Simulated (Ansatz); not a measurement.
# WS2: the cost of one run

Computed with Ansatz 0.2.0 (DFT PBEsol, scalar-relativistic, plane waves, PAW, unless a step's input says otherwise).

## Step 1: The starting structure

The structure is trigonal, space group R3m (No. 160). Conventional cell: a = 3.158 Å, b = 3.158 Å, c = 18.490 Å, α = 90.00°, β = 90.00°, γ = 120.00°. Around W (site symmetry 3m) lie 6 S at 2.39 to 2.42 Å. Around S (site symmetry 3m) lie 3 W at 2.39 Å. S (site symmetry 3m) has 3 W at 2.42 Å as nearest neighbours.

As a file:

```
W S
1.0
     1.57900    0.91164    6.16333
    -1.57900    0.91164    6.16333
     0.00000   -1.82327    6.16333
W S
1 2
Direct
  0.00000 0.00000 0.00000
  0.75030 0.75030 0.75030
  0.58100 0.58100 0.58100
```

The cell is taken as given, not relaxed at this level.

## Step 2: The reference cell

The reference gives a free energy of -12029.0661 eV, pressure -0.63 GPa, largest force 0.599 eV/Å and gap on the mesh 0.97 eV. It was computed beforehand with the settings of the runs below.

## Step 3: Next: biaxial against axial strain

The cell is strained by p along both x and y and by q along z, with fractional coordinates fixed.

## Step 4: p = -0.030, q = -0.030

Contents of input.yaml:

```yaml
crystal:
  lattice:
    - [1.5316303727, 0.884287208, 5.9784301]
    - [-1.5316303727, 0.884287208, 5.9784301]
    - [0.0, -1.768574416, 5.9784301]
  atoms:
    - { symbol: W, position: [0.0, 0.0, 0.0] }
    - { symbol: S, position: [0.7503, 0.7503, 0.7503] }
    - { symbol: S, position: [0.581, 0.581, 0.581] }
basis:
  ecutwfc: 420
kpoints:
  mp_grid: { grid: [12, 12, 12] }
hamiltonian:
  xc: pbesol
scf:
  occupations: { method: gaussian, width: 0.05 }
output:
  forces: true
  stress: true
  eigenvalues: true
  write_density: true
  write_potential: true
  elf: true
  volumetric_format: npy
```

Started as:

```sh
ansatz run input.yaml --threads 1 --pin off --max-ram 2560MiB --backend cpu --events-out ev --progress --plain --runs-dir out
```

**Question.** How long does this run take on 1 thread of Arm Neoverse V1, shared host, and how much memory does it need?

About 22 s, with a peak of 0.43 GiB.
